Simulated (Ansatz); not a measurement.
LaAlO3 (cubic perovskite)

```xyz
5
Lattice="3.8124 0.0000 0.0000 0.0000 3.8124 0.0000 0.0000 0.0000 3.8124" Properties=species:S:1:pos:R:3 pbc="T T T"
La     0.0000     0.0000     0.0000
Al     1.9062     1.9062     1.9062
O      0.0000     1.9062     1.9062
O      1.9062     1.9062     0.0000
O      1.9062     0.0000     1.9062
```

A phonon eigenvector at Γ is frozen into this cell: atom i moves by Q times the vector below, so Q is the largest atomic displacement, in Å. The cell is held. It is one choice among 3 degenerate patterns.

```tsv
atom	x	y	z
La1	0.000	0.000	-0.003
Al2	0.000	0.000	-0.260
O3	0.000	0.000	-0.265
O4	0.000	0.000	1.000
O5	0.000	0.000	-0.265
```

The numbers are results of PBE (plane waves to 420 eV, PAW, scalar-relativistic; Ansatz, an electronic-structure program), not measurements. k mesh 9×9×9 (Γ-centred), Fermi-Dirac smearing 0.05 eV. The energy includes the smearing's −TS. LaAlO3 is run without spin polarisation. LaAlO3 was relaxed with its symmetry unable to fall. This is a high-temperature form of LaAlO3. ΔE is measured from the undisplaced structure.

```
Q (Å)    ΔE (meV/cell)
-------  -------------
-0.2800           1528
-0.2333       withheld
-0.1867            590
-0.1400            315
-0.0933            135
-0.0467             33
0.0000               0
0.0467              33
0.0933             135
0.1400             315
0.1867             590
0.2333        withheld
0.2800            1528
```

Question: Fit an even polynomial form (powers 2, 4) to the given rows and predict ΔE at Q = 0.2333.

Answer: Least squares on the 11 given rows: ΔE = (14910)·Q² + (58430)·Q⁴, in meV/cell with Q in Å; root-mean-square residual 0.5 meV/cell. At 0.2333 the fit gives 985 meV/cell; the calculation gives 982 meV/cell, so the interpolation is off by 3 (+0.3 %). The quadratic term alone would give 812 meV/cell.

(For displaced atoms, the force is minus the slope of the energy, and its curvature is a force constant, which sets phonon frequencies.)
